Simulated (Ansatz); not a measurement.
Method: DFT PBE, scalar-relativistic, plane waves, PAW (Ansatz). All cells share a 420 eV cutoff and Γ-centred k meshes spaced at most about 0.3 Å⁻¹ (about 0.25 or finer for metals, 2π included). No spin polarisation in the final relaxations.

Temperature and zero-point effects are left out.

Compare these two cells of Bi2Te3, each relaxed at this level.

A.

```
Bi Te
1.0
     7.06027    0.00000    0.00000
    -3.53014    6.11438    0.00000
     0.00000    0.00000    4.42487
Bi Te
2 3
Direct
  0.33333 0.66667 0.00000
  0.66667 0.33333 0.50000
  0.15216 0.84784 0.50000
  0.15216 0.30433 0.50000
  0.69567 0.84784 0.50000
```

B.

```
Bi Te
1.0
    -2.15219    2.15219    8.76474
     2.15219   -2.15219    8.76474
     2.15219    2.15219   -8.76474
Bi Te
2 3
Cartesian
  0.0000 0.0000 2.1874
  0.0000 0.0000 15.3420
  0.0000 0.0000 5.5642
  0.0000 0.0000 11.9653
  0.0000 0.0000 8.7647
```

Question: Which form is favoured at zero pressure, and by what margin per atom?

Answer: B is lower, by 159 meV/atom. A has space group P-6m2 (No. 187), 38.2 Å³/atom and no gap on its mesh; B has space group I4/mmm (No. 139), 32.5 Å³/atom and no gap. Counting Te atoms around Bi (those within 1.25 times the shortest such distance or 1.15 times the sum of covalent radii, 1.27 where that leaves under three; a plus sign parts nearer from farther groups; the shortest distance is added where it exceeds 1.18 times the sum of covalent radii; a slash parts the counts of unlike sites), A has Bi 6/6 from 3.5 Å and B has Bi 5+4. The denser one is the lower, and pressure would at first widen the difference. Even the lower one lies +0.09 eV/atom against the reference forms of the elements (uncorrected), so neither is stable at this level. In A, Bi on its first site is surrounded by 6 Te at 3.13 Å; Bi on its second site is surrounded by 6 Te at 3.53 Å; Te is surrounded by 2 Bi at 3.13 Å, 2 Te at 3.22 Å, 2 Bi at 3.53 Å and 2 Te at 3.84 Å. In B, around Bi lie 5 Te at 3.21–3.38 Å and 4 Te at 3.75 Å; Te on a site of symmetry 4mm has 1 Te at 3.20 Å and 5 Bi at 3.21–3.38 Å; around Te on a site of symmetry 4/mmm lie 2 Te at 3.20 Å and 8 Bi at 3.75 Å. Both come from invented guesses. A third cell relaxed alike, in R-3m (a cell as deposited in COD), lies 0.33 eV/atom below the lower of the two.

These runs have no spin–orbit coupling, which can matter for Bi and Te. Cells relaxed within their symmetry can be saddle points.

B's advantage of 159 meV/atom probably reflects better heteronuclear bonding. In A, one Bi site sits in a trigonal prism of Te at a normal bonding distance, while the other has only long, weak contacts at 3.53 Å. In B, every Bi has five Te neighbours at 3.21–3.38 Å, and there are fewer short Te–Te contacts per Te atom.

Both cells nevertheless suit the composition poorly. Bi(III) and telluride(−II) balance without any Te–Te bonding, yet A contains Te triangles and B linear Te₃ groups, with contacts longer than a normal single bond. Such partial, multicentre Te–Te interaction broadens the Te p states and competes with Bi–Te bonding, which is consistent with the missing gaps and the poor energies.

The much lower R-3m cell fits the known tetradymite structure, whose layers pair octahedral Bi with Te and meet only at weak Te–Te contacts. The preference for B therefore ranks two unfavourable arrangements, and their metallic character says nothing against the semiconducting nature of ordinary Bi2Te3.
